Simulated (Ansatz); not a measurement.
Data sheet: ZrO₂ (DFT)

ZrO₂:
```xyz
12
Lattice="5.1280 0.0000 0.0000 0.0000 5.2113 0.0000 -0.8841 0.0000 5.2213" Properties=species:S:1:pos:R:3 pbc="T T T"
Zr     1.2363     0.2253     1.0933
Zr     3.4496     2.8310     1.5173
Zr     3.0076     4.9860     4.1279
Zr     0.7943     2.3803     3.7040
O      0.0573     1.7537     1.7820
O      4.6286     4.3594     0.8287
O      4.1866     3.4576     3.4393
O     -0.3847     0.8519     4.3926
O      1.8765     3.9487     2.5044
O      2.8094     1.3431     0.1063
O      2.3674     1.2626     2.7169
O      1.4345     3.8682     5.1150
```

Space group P2_1/c (No. 14); conventional cell a = 5.1280 Å, b = 5.2113 Å, c = 5.2956 Å, α = γ = 90.00°, β = 99.61°.

Method: plane-wave PAW PBEsol (Ansatz code). The cell and atoms are relaxed at this level. Other levels are named where they apply.

### Cell and energy

```
Quantity                                                        Value
-----------------------------------------------------  --------------
Volume per atom                                              11.63 Å³
Density                                                    5.87 g/cm³
Formation energy from the elements (no fitted shifts)  -3476 meV/atom
```

### Electronic structure

```
Quantity                                                                                                           Value
------------------------------------------------  ----------------------------------------------------------------------
Band gap                                                                                              3.59 eV (indirect)
Valence-band maximum                                                                                                at Γ
Conduction-band minimum                           at Y2 (k = 0.500, 0.000, 0.000 in fractions of the reciprocal vectors)
Smallest direct gap on the standard path                                                                         3.67 eV
Electron effective mass                                                             0.98, 0.98, 11 mₑ (principal values)
Electron effective mass with spin–orbit coupling                                    0.98, 0.98, 12 mₑ (principal values)
Hole effective mass                                                                   1.9, 2.1, 17 mₑ (principal values)
Hole effective mass with spin–orbit coupling                                          1.9, 2.1, 17 mₑ (principal values)
HSE06 gap on the PBEsol cell                                                                                     5.21 eV
Gap with spin–orbit coupling                                                                                     3.59 eV
```

The PBEsol relaxation kept the symmetry of its start. The run is not spin-polarised. The references are the lowest solids computed at this level, not always the standard phases (solids in place of the gases). Scalar-relativistic: spin–orbit coupling is off unless named, which matters more the heavier the elements.

Potentials: the later of the program's two PAW sets.
